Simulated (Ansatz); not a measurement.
## Relativity in ZnAu

```
Zn Au
1.0
     3.14700    0.00000    0.00000
     0.00000    3.14700    0.00000
     0.00000    0.00000    3.14700
Zn Au
1 1
Direct
  0.50000 0.50000 0.50000
  0.00000 0.00000 0.00000
```

Atoms are numbered in the order listed.

The conventional cell has a = 3.147 Å, b = 3.147 Å, c = 3.147 Å, α = 90.00°, β = 90.00°, γ = 90.00°. Around Zn (atom 1) lie 8 Au at 2.73 Å. Around Au (atom 2) lie 8 Zn at 2.73 Å.

The cell is COD entry 1510322, as deposited and not checked against the literature; nothing was relaxed.

One fixed cell is solved with PBE by full-potential LAPW in Ansatz 0.2.0 under different relativistic treatments. Pressure is positive in compression.

The runs use a Γ-centred 13×13×13 k mesh, Fermi–Dirac smearing of 0.05 eV, basis error target 0.5 meV/atom, no spin polarisation.

Task: Order the settings by the pressure that they give at this fixed cell, lowest first.
A. with spin–orbit coupling
B. non-relativistic
C. scalar-relativistic

Result: A (4.08 GPa), C (4.87 GPa), B (20.1 GPa).

| setting | P (GPa) | lowest level at Γ above −25 eV, from the valence-band top or, without a gap, the Fermi level (eV) |
| --- | --- | --- |
| scalar-relativistic | 4.87 | -10.68 |
| non-relativistic | 20.08 | -9.80 |
| with spin–orbit coupling | 4.08 | -10.68 |
